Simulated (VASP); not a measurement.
## HfB2: changing the Hubbard U on Hf d

```
Hf B
1.0
     3.14000    0.00000    0.00000
    -1.57000    2.71932    0.00000
     0.00000    0.00000    3.48000
Hf B
1 2
Direct
  0.00000 0.00000 0.00000
  0.66667 0.33333 0.50000
  0.33333 0.66667 0.50000
```

Kept alike: task single point; functional LDA; k mesh 10 × 10 × 8; occupations fermi-dirac, width 0.05 eV; no spin polarisation. Program: VASP, LDA PAW files B, Hf_pv, 520 eV. The mesh is that of the run's cell of 3 atoms. No spin-orbit coupling.

```tsv
Hubbard U on Hf d, U (eV)	pressure (GPa)
2	-4.09
3	-1.19
4	1.76
5	?
6	7.85
8	14.18
```

Pressure is positive in compression; the values hold the error of the finite cutoff, so their zero can differ a little from the energy's minimum. U acts here on a shell without spin polarisation. For a metal such a mesh leaves the last digits unconverged. How U acts hangs on the program's projectors. U enters in Dudarev's form.

Question: Fit the rows shown and predict the run at 5 eV.

Answer: A least-squares line through the rows shown is pressure = 3.0467 U - 10.313 (largest miss 0.130); at U = 5 it gives 4.92 GPa. The run gave: pressure 4.77 GPa.

At fixed cell, the pressure rises with every increase in U, turning from tension to compression between 3 and 4 eV, so a larger U favours a larger volume. The likely reason is that the +U term penalises fractional d occupation. In HfB2 such occupation comes from Hf d–B p mixing and Hf–Hf d overlap, both of which strengthen on compression. The penalty therefore grows as the cell shrinks and pushes outward, nearly in proportion to U while the occupations change little.

The slope steepens slightly along the series, which suggests that the occupations do respond to U. This curvature also explains why the straight line overshoots the run at 5 eV: a line fitted to a convex curve lies above it in the middle of the range.

The tension at small U fits the usual overbinding of LDA. That a larger U cancels it is no evidence of strong on-site correlation, since Hf 5d states in this metallic diboride are broad and itinerant; the agreement would more probably be a compensation of errors.
